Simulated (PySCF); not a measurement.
# Core binding energy against partial charge

C₃H₄N₂.
Structure used (PBE0-D3(BJ)/def2-SVP), in Å, numbered top down from 1:
```
atom  x, y, z in Å
C1     0.2488    0.4712   -0.8675
C2     1.2021    0.1912    0.1373
N3     0.6534   -0.4259    1.1742
N4    -0.6297   -0.5460    0.8528
C5    -0.9346   -0.0277   -0.3592
H6     0.3999    0.9671   -1.8230
H7     2.2676    0.4188    0.1434
H8    -1.2611   -0.9987    1.5007
H9    -1.9463   -0.0500   -0.7586
```

Binding energies: delta-SCF UKS SCAN, pcX-2 on the ionised atom, pcseg-1 elsewhere, spin-free X2C in PySCF 2.14.0. Charges: PBE0/pcSseg-1 ground-state density, for the ionised atom.

| atom | environment | C 1s (eV) | Mulliken (e) | IAO (e) | Hirshfeld (e) | ESP (e) |
| --- | --- | --- | --- | --- | --- | --- |
| C1 | aromatic CH carbon | 290.40 | -0.309 | -0.249 | -0.104 | -0.356 |
| C2 | aromatic CH next to a ring nitrogen | 290.96 | +0.114 | -0.076 | -0.033 | +0.161 |
| C5 | aromatic CH next to a ring nitrogen | 291.48 | +0.174 | -0.108 | -0.024 | -0.157 |

Question: Give the correlation coefficient and slope of binding energy on charge for each scheme.

Answer: Mulliken: r = 0.93, slope 1.9 eV per e; Hirshfeld: r = 0.93, slope 11.3 eV per e; IAO: r = 0.78, slope 4.6 eV per e; ESP: r = 0.41, slope 0.8 eV per e. On 3 points no scheme stands out.

Question: The point-charge model writes a binding energy as kq + V + constant, with V the potential of the other atoms' charges at the site. What does it give with the Mulliken charges?

Answer: V = Σ 14.40 eV Å × q/r over all other atoms: +3.37 eV at C1, -2.98 eV at C2, -2.73 eV at C5. Fitting binding energy − V to q gives k = 15.4 eV per e and leaves an rms residual of 0.27 eV, against 0.16 eV for the fit on q alone. The model has no term for differences in relaxation between sites.

Isolated species at its PBE0-D3(BJ)/def2-SVP geometry, gas phase.
